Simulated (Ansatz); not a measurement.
# BaHfO3: the cost of one run

Code: Ansatz 0.2.0. PAW datasets, plane waves. Computed at 0 K without zero-point motion; spin polarisation is off.

## 1. The system as given

The unstrained cell was relaxed with r2SCAN; in each strained cell the atoms were relaxed again with r2SCAN. Names of k-points are those of the unstrained zone, where strain can split equivalent points. First state: -2.0 % strain along z alone.

The symmetry is P4/mmm (No. 123, tetragonal); conventional cell a = 4.177 Å, c = 4.094 Å, 14.28 Å³ an atom. Around Ba lie 12 O at 2.92–2.95 Å; around Hf lie 6 O at 2.05–2.09 Å; around O lie 2 Hf at 2.05 Å and 4 Ba at 2.95 Å; around O lie 2 Hf at 2.09 Å and 4 Ba at 2.92 Å.

Coordinates:

```
CELL_PARAMETERS angstrom
4.17706 0.00000 0.00000
0.00000 4.17706 0.00000
0.00000 0.00000 4.09352
ATOMIC_POSITIONS crystal
Ba 0.00000 0.00000 0.00000
Hf 0.50000 0.50000 0.50000
O 0.50000 0.50000 0.00000
O 0.50000 0.00000 0.50000
O 0.00000 0.50000 0.50000
```

From earlier runs on the unstrained cell: PBE 3.66 eV, r2SCAN 4.19 eV, HSE06 5.18 eV, r2SCAN+SOC 4.10 eV; a = 4.177 Å.

## 2. -2.0 % strain along z alone: PBE

input.yaml

```yaml
crystal:
  lattice:
    - [4.1770587708, 0.0, 0.0]
    - [0.0, 4.1770587708, 0.0]
    - [0.0, 0.0, 4.0935175954]
  atoms:
    - { symbol: Ba, position: [0.0, 0.0, 0.0] }
    - { symbol: Hf, position: [0.5, 0.5, 0.5] }
    - { symbol: O, position: [0.5, 0.5, 0.0] }
    - { symbol: O, position: [0.5, 0.0, 0.5] }
    - { symbol: O, position: [0.0, 0.5, 0.5] }
kpoints:
  mp_grid: { grid: [6, 6, 6] }
  band_path:
    path: [[0.0, 0.0, 0.0], [0.0, 0.5, 0.0], [0.5, 0.5, 0.0], [0.5, 0.5, 0.5]]
    npoints: 1
hamiltonian:
  xc: pbe
scf:
  occupations: { method: fermi_dirac, width: 0.02 }
  n_extra_bands: 5
output:
  forces: true
  stress: true
  eigenvalues: true
  write_density: true
  write_potential: true
  elf: true
  volumetric_format: npy
```

Launch:

```
$ ansatz run input.yaml --threads 2 --pin off --max-ram 29491MiB --backend cpu --events-out ev --progress --plain --runs-dir out
```

What time and memory should one allow on 2 threads of AMD EPYC 7R13 (Zen 3), shared host?

About 2.6 s, with a peak of 0.54 GiB.
